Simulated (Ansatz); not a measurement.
α-phase Li3N, treated with r²SCAN-D4 in Ansatz (plane waves, PAW).

Settings: plane-wave cutoff 560 eV, 12×12×10 k mesh (along the axes of the cell as run), Fermi–Dirac smearing 0.01 eV, scalar-relativistic PAW data made under PBE.

Response to compression and expansion (c/a stays at 1.068):

Shape and atoms are relaxed at each volume.

```csv
V (Å³/atom),P (GPa),direct gap at Γ (eV),smallest gap on the k mesh (eV)
10.360,2.51,1.847,1.565
10.576,1.20,1.781,1.564
10.792,0.00,1.718,1.506
11.008,-1.08,1.656,1.448
11.224,-2.07,1.596,1.393
```

The fundamental gap (1.51 eV at the equilibrium volume, with added k points) lies elsewhere than Γ–Γ.

Measured, for comparison: band gap 2.15 eV (4 K, zero-point motion not removed, indirect, optical absorption, E parallel c; as tabulated in Brendecke and Bludau (1979), doi:10.1063/1.326533).

Note: the bulk modulus comes from volumes at which shape and atoms were relaxed.

Ansatz is an electronic-structure program.
